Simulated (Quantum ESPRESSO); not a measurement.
**Sn: phonons at H under several settings**

```
Sn
1.0
    -1.89465    1.89465    1.89465
     1.89465   -1.89465    1.89465
     1.89465    1.89465   -1.89465
Sn
1
Direct
  0.00000 0.00000 0.00000
```

This isn't the form of Sn at room conditions, which is tetragonal (white tin).

All runs used Quantum ESPRESSO 7.5; k mesh 7 × 7 × 7; relaxed cell; no spin polarisation; cutoff 925 eV; occupations cold, width 0.2 eV.

```csv
level,potentials,volume (Å³/atom),pressure (GPa),frequencies (cm⁻¹)
LDA,GBRV 1.5 LDA,25.49,0.2,97 97 97
PBE,GBRV 1.5 PBE,27.68,-0.1,88 88 88
PBEsol,GBRV 1.5 PBEsol,26.18,0.1,97 97 97
revPBE,GBRV 1.5 PBE,?,-0.1,?
WC,GBRV 1.5 PBE,26.33,0.1,95 95 95
BLYP,GBRV 1.5 PBE,30.46,-0.2,78 78 78
vdW-DF-cx,GBRV 1.5 PBE,26.47,0.1,96 96 96
```

What stands in the row left open?

Volume 28.28 Å³/atom; frequencies 86 86 86 cm⁻¹.

Caveats: the mesh is thin for the phonons of a metal; the q point doesn't lie on the k mesh, which can shift a metal's frequencies strongly unless the mesh is converged; the potentials were made for another functional, which shifts forces and pressure (some runs).

For the row left open. Caveat: the k mesh is coarse; the mesh is thin for the phonons of a metal; the potentials were made for another functional, which shifts forces and pressure; the q point doesn't lie on the k mesh, which can shift a metal's frequencies strongly unless the mesh is converged.
